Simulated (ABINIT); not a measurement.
Input of an ABINIT 10.8.3 (patched build) run:

Contents of run.abi:

```
# Datasets: ground state, then fixed potential
ndtset 2

# Pseudopotentials
pp_dirpath "./"
pseudos "Nb.LDA_PW-JTH.xml"

# Structure
acell 3*1.0 Angstrom
rprim
    -1.6639500000     1.6639500000     1.6639500000
     1.6639500000    -1.6639500000     1.6639500000
     1.6639500000     1.6639500000    -1.6639500000
ntypat 1
znucl 41
natom 1
typat 1
xred
     0.0000000000     0.0000000000     0.0000000000

# Plane-wave basis
ecut 15.0
pawecutdg 30.0

# Exchange and correlation
ixc 7

# Bands and occupations
occopt 3
tsmear 0.05 eV

# Spin
nspinor 2
nspden 1
pawspnorb 1

# SCF cycle
nstep 100

# Output
iomode 3
prtwf 0
prteig 0
prtebands 0
enunit 1
prtden1 1
prtvha1 1
prtvclmb1 1
prtpot1 1

# Dataset 1
kptopt1 4
ngkpt1 11 11 11
nshiftk1 1
shiftk1 0.0 0.0 0.0
nband1 22
tolvrs1 1.0e-9

# Dataset 2: bands along G-H-N-G-P-H
iscf2 -2
getden2 1
nband2 34
nbdbuf2 8
tolwfr2 1.0e-11
kptopt2 -5
ndivsm2 8
prteig2 1
kptbounds2
     0.0000000000     0.0000000000     0.0000000000
     0.5000000000    -0.5000000000     0.5000000000
     0.0000000000     0.0000000000     0.5000000000
     0.0000000000     0.0000000000     0.0000000000
     0.2500000000     0.2500000000     0.2500000000
     0.5000000000    -0.5000000000     0.5000000000
```

Potentials or basis: JTH PAW LDA v2.0.

Command:

```sh
$ abinit run.abi > log 2>&1
```

(1) What does it give for the band gap on the k mesh?

Results:

(1) none (metal or under the smearing width).
